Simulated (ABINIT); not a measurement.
# A GW chain in ABINIT: AgBr (Fm-3m), part 3 of 3

Aim: the G0W0 gap of AgBr (Fm-3m) on PBE, step by step.

ABINIT 10.8.3; PBE and many-body steps on it, plane waves. Known limits of the many-body steps: not at the basis limit; d shell near the gap, gap tends to lie low; no spin-orbit coupling; coarse k mesh.

So far. Step 4 (Empty states on the mesh, 4×4×4 mesh, 144 bands): On this mesh the gap is 0.672 eV. Step 5 (Screening, 4×4×4 mesh, 136 bands, screening to 163.3 eV): Local fields lower ε∞ by 7 %. On a Γ-centred mesh this coarse the value itself is usually too large, while a short band sum pulls it down.

The database entry behind the starting cell differs from later determinations by our own check (about 0.6 % short of the room-temperature cell), so it need not match the best structure at ambient conditions.

## (6) Self-energy, 4×4×4 mesh, 136 bands, screening to 163.3 eV

The self-energy is evaluated for the states that the input lists, and the levels follow from it, in one-shot runs by the linearised quasiparticle equation.

This step: G0W0 on PBE, plane waves, norm-conserving pseudopotentials.

Input file run.abi:

```
acell 3*1.0 Angstrom
rprim 
  -0.000000000000 2.870150000000 2.870150000000
  2.870150000000 0.000000000000 2.870150000000
  2.870150000000 2.870150000000 0.000000000000
ntypat 2
znucl 47 35
natom 2
typat 1 2
xred 
  0.000000000000 0.000000000000 0.000000000000
  0.500000000000 0.500000000000 0.500000000000
pp_dirpath "pseudos"
pseudos "Ag.upf, Br.upf"
ecut 37
ngkpt 4 4 4
nshiftk 1
shiftk 0 0 0
kptopt 1
chksymbreak 0
istwfk *1
occopt 1
irdwfk 1
optdriver 4
nband 136
gwcalctyp 0
ecutsigx 37
symsigma 1
nkptgw 2
kptgw 
  0.5000000000 0.0000000000 0.0000000000
  0.0000000000 0.0000000000 0.0000000000
bdgw 
  12 15
  11 17
ecuteps 6
irdscr 1
ppmodel 1
indata_prefix "in"
outdata_prefix "out"
tmpdata_prefix "tmp"
```

On the command line:

```console
$ OMP_NUM_THREADS=1 mpirun -n 4 abinit run.abi > log
```

Numbers of over 12 decimals in the logs are rounded to 6 here.

The log of the run:

```text
.Version 10.8.3 of ABINIT. v10.8.2 released Aug 2026.

 Symmetries : space group Fm -3 m (#225); Bravais cF (face-center cubic)
[... echo of the input left out ...]
== DATASET  1 ==================================================================
-   mpi_nproc: 4, omp_nthreads: 1 (-1 if OMP is not activated)

--- !DatasetInfo
iteration_state: {dtset: 1, }
dimensions: {natom: 2, nkpt: 8, mband: 136, nsppol: 1, nspinor: 1, nspden: 1, mpw: 3479, }
cutoff_energies: {ecut:  37.0, pawecutdg:  -1.0, }
electrons: {nelect:   2.60000000E+01, charge:   0.00000000E+00, occopt:   1.00000000E+00, tsmear:   1.00000000E-02, }

 SIGMA: Calculation of the GW corrections

 Based on a program developped by R.W. Godby, V. Olevano, G. Onida, and L. Reining.
 Incorporated in ABINIT by V. Olevano, G.-M. Rignanese, and M. Torrent.
.Using double precision arithmetic ; gwpc =  8

[... cell and pseudopotentials left out ...]
--------------------------------------------------------------------------------

 ==== K-mesh for the wavefunctions ====
 Number of points in the irreducible wedge :     8
[... list of points left out ...]
 Together with 48 symmetry operations and time-reversal symmetry
 yields    64 points in the full Brillouin Zone.

 ==== Q-mesh for screening function ====
 Number of points in the irreducible wedge :     8
[... list of points left out ...]
 Together with 48 symmetry operations and time-reversal symmetry
 yields    64 points in the full Brillouin Zone.

 vcoul_init : cutoff-mode = AUXILIARY_FUNCTION
 q-points for optical limit:   1
     1)      0.000010    0.000020    0.000030
 setmesh: FFT mesh size selected  =    45x   45x   45
          total number of points  =        91125

 Number of electrons calculated from density =   26.0000; Expected =   26.0000
 average of density, n =  0.081477
 r_s =    1.4310
 omega_plasma =   27.5342 [eV]

 === KS Band Gaps ===
  >>>> For spin  1
   Minimum direct gap =   2.6040 [eV], located at k-point      :   0.0000  0.0000  0.0000
   Fundamental gap    =   0.6721 [eV], Top of valence bands at :   0.5000  0.0000  0.0000
                                       Bottom of conduction at :   0.0000  0.0000  0.0000
 SIGMA fundamental parameters:
 PLASMON POLE MODEL  1
 number of plane-waves for SigmaX                 3479
 number of plane-waves for SigmaC and W            229
 number of plane-waves for wavefunctions          3479
 number of bands                                   136
 number of independent spin polarizations            1
 number of spinorial components                      1
 number of k-points in IBZ                           8
 number of q-points in IBZ                           8
 number of symmetry operations                      48
 number of k-points in BZ                           64
 number of q-points in BZ                           64
 number of frequencies for dSigma/dE                 9
 frequency step for dSigma/dE [eV]                0.25
 number of omega for Sigma on real axis              0
 max omega for Sigma on real axis  [eV]           0.00
 zcut for avoiding poles [eV]                     0.10

 EPSILON^-1 parameters (SCR file):
 dimension of the eps^-1 matrix on file            229
 dimension of the eps^-1 matrix used               229
 number of plane-waves for wavefunctions          3479
 number of bands                                   136
 number of q-points in IBZ                           8
 number of frequencies                               2
 number of real frequencies                          1
 number of imag frequencies                          1

 matrix elements of self-energy operator (all in [eV])

 Perturbative Calculation

--- !SelfEnergy_ee
iteration_state: {dtset: 1, }
kpoint     : [   0.500,    0.000,    0.000, ]
spin       : 1
KS_gap     :    3.739
QP_gap     :    4.528
Delta_QP_KS:    0.789
data: !SigmaeeData |
     Band     E0 <VxcDFT>   SigX SigC(E0)      Z dSigC/dE  Sig(E)    E-E0       E
       12   4.902 -19.825 -24.070   3.368   0.798  -0.253 -20.525  -0.699   4.202
       13   4.902 -19.825 -24.070   3.368   0.798  -0.253 -20.525  -0.699   4.202
       14   8.640  -8.808  -4.761  -3.939   0.832  -0.202  -8.719   0.089   8.730
       15  11.496 -13.328  -7.291  -5.128   0.798  -0.253 -12.602   0.726  12.222

--- !SelfEnergy_ee
iteration_state: {dtset: 1, }
kpoint     : [   0.000,    0.000,    0.000, ]
spin       : 1
KS_gap     :    2.604
QP_gap     :    3.764
Delta_QP_KS:    1.160
data: !SigmaeeData |
     Band     E0 <VxcDFT>   SigX SigC(E0)      Z dSigC/dE  Sig(E)    E-E0       E
       11   2.970 -13.222 -16.694   2.339   0.798  -0.253 -14.127  -0.905   2.065
       12   2.970 -13.222 -16.694   2.339   0.798  -0.253 -14.127  -0.905   2.065
       13   2.970 -13.222 -16.694   2.339   0.798  -0.253 -14.127  -0.905   2.065
       14   5.574 -10.605  -6.493  -3.804   0.826  -0.211 -10.350   0.254   5.828
       15  14.829 -11.431  -6.553  -4.369   0.819  -0.221 -11.014   0.416  15.245
       16  14.829 -11.431  -6.553  -4.369   0.819  -0.221 -11.014   0.416  15.245
       17  14.829 -11.431  -6.553  -4.369   0.819  -0.221 -11.014   0.416  15.245

== END DATASET(S) ==============================================================
================================================================================

 -outvars: echo values of variables after computation  --------
           etotal      0.0000000000E+00
            nband         136
             nkpt           8
          spgroup         225
 [... the other variables as echoed above ...]

 Calculation completed.
```

It took 13 s on 4 MPI ranks of Arm Neoverse V1, shared host; peak memory 0.99 GiB; 53 s of CPU time.

Numbers from this step:

```
G0W0 gap on the points computed              : 1.626 eV
starting gap on the mesh                     : 0.6721 eV
k of the valence top                         : 0.5, 0, 0
k of the conduction bottom                   : 0, 0, 0
Z at the valence top                         : 0.798
Z at the conduction bottom                   : 0.826
least direct G0W0 gap on the computed points : 3.763 eV
```

The gap on the mesh goes from 0.67 eV to 1.63 eV, a correction of +0.95 eV.

Limits: finite bands, cutoff and mesh; d shell near the gap, gap tends to lie low; no spin-orbit coupling; coarse k mesh. v1 is the top filled band, c1 the lowest empty one. Levels before and after the correction, in eV, zero at the valence-band top of each column:

|  | conduction bottom | valence top |
| --- | --- | --- |
| Kohn-Sham | 0.67 | 0.00 |
| G0W0 | 1.63 | 0.00 |

|  | level | energy (eV) |
| --- | --- | --- |
| Kohn-Sham | (0.5 0 0) v2-v1 | 0.000 |
| Kohn-Sham | (0.5 0 0) c1 | 3.739 |
| Kohn-Sham | (0.5 0 0) c2 | 6.595 |
| Kohn-Sham | Γ v3-v1 | -1.932 |
| Kohn-Sham | Γ c1 | 0.672 |
| Kohn-Sham | Γ c2-c4 | 9.927 |
| G0W0 | (0.5 0 0) v2-v1 | 0.000 |
| G0W0 | (0.5 0 0) c1 | 4.528 |
| G0W0 | (0.5 0 0) c2 | 8.020 |
| G0W0 | Γ v3-v1 | -2.137 |
| G0W0 | Γ c1 | 1.626 |
| G0W0 | Γ c2-c4 | 11.043 |

## (7) Where the time went

Times are wall times on 4 MPI ranks of Arm Neoverse V1, shared host, good to a factor of about two.

```
                          step  time  share  memory (GiB)
                  ground state  12 s    8 %          0.32
bands along the symmetry lines  18 s   12 %           0.3
      empty states on the mesh  66 s   43 %           2.8
                     screening  43 s   28 %           1.0
                   self-energy  13 s    9 %          0.99
```

## (8) Outcome

```yaml
pbe_gap: 0.67 eV, indirect
g0w0_gap_on_the_mesh: 1.63 eV
gw_settings: 4×4×4 mesh, 136 bands, screening to 163.3 eV, Godby-Needs plasmon pole
known_limits: not at the basis limit; d shell near the gap, gap tends to lie low; no spin-orbit coupling; coarse k mesh
```

**Reading.** G0W0 moves the gap on the mesh from 0.67 eV to 1.63 eV (+0.95 eV), with Z of 0.80 and 0.83 at the edges. Local fields lower the RPA ε∞ on this mesh from 7.37 to 6.82; a Γ-centred mesh this coarse tends to raise both, most where the direct gap is narrow, while a short band sum lowers them. Only 2 of the mesh's irreducible points were corrected, so a valley elsewhere could overtake. The dearest step here is «empty states on the mesh». Bands and cutoff are finite, so the gap is not at the basis limit. The miss can reach some tenths of an eV and take either sign; the mesh is an error of its own. In the G0W0 run levels were corrected at 2 k points alone, so a gap called «on the mesh» is the least over those, and an edge elsewhere would be missed. The 4×4×4 mesh is coarse for this cell, which bears on the long-range parts of exchange and screening. A d shell, filled or nearly so, lies near the gap. One-shot GW converges very slowly in bands there, not always from below, and on a semilocal start the gap tends to come out low; starts rich in exact exchange can overshoot instead. The many-body steps are scalar-relativistic: spin-orbit coupling is not in them.

[Paths, hosts, dates, memory and timing lines, banners, echoed tables and standing remarks are left out of the program output.]

[Logs are printed without paths, hosts, clocks, repeated set-up lines and the standing remarks that a program may print on its own settings, such as how far it seeks lower states.]

[Runs of the session that timed out or met a known fault of the program may be left out.]

[Hosts, paths, dates, database ids (printed as entryN), source tags and the programs' standing remarks are cut or masked in the printed files.]

[G0W0 gaps are taken among the corrected bands and points alone; a level outside them can change the order at an edge.]

[Where Ansatz stands beside ABINIT at settings called matched, ABINIT's density can come from a denser mesh and the files from another edition; pairs whose starting gaps differed by over 0.03 eV were left out, so agreement reads better than it is.]
